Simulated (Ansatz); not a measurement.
Crystal: Ta.

```
Ta
1.0
    -1.65128    1.65128    1.65128
     1.65128   -1.65128    1.65128
     1.65128    1.65128   -1.65128
Ta
1
Cartesian
  0.0000 0.0000 0.0000
```

```yaml
Program: Ansatz 0.2.0
Task: relaxation of cell and atoms
Functional: B3LYP
Potentials_or_basis: Ansatz PAW
Cutoff: "420 eV (not typed: the program's choice for these potentials)"
k_mesh: 6 × 6 × 6
Occupations: fermi-dirac, width 0.05 eV
Spin: no spin polarisation
```

At the start: volume 18.01 Å³/atom.

**Question.** How do energy, volume and symmetry change on relaxing?

**Answer.** It ends after 6 steps and the volume is 18.86 Å³/atom (+4.7 %); space group Im-3m (No. 229, to 0.05 Å).

The path:
```csv
step,energy change (eV),largest force (eV/Å),volume (Å³)
1,0.0000,0.0000,18.01
2,-0.0237,0.0000,18.90
3,-0.0238,0.0000,18.85
4,-0.0241,0.0000,18.85
5,-0.0241,0.0000,18.86
6,-0.0241,0.0000,18.86
```

Final structure:
```
Ta
1.0
    -1.67679    1.67679    1.67679
     1.67679   -1.67679    1.67679
     1.67679    1.67679   -1.67679
Ta
1
Cartesian
  0.0000 0.0000 0.0000
```

Caveat: the k mesh is coarse (spacing up to 0.45 Å⁻¹), so the values aren't converged, least of all with exact exchange; the plane-wave basis is chosen anew once the cell has moved, so the energies of steps on either side of that aren't comparable; the PAW data sets come from PBE, with cores solved anew for the run's functional, which leaves a small shift of forces and pressure.
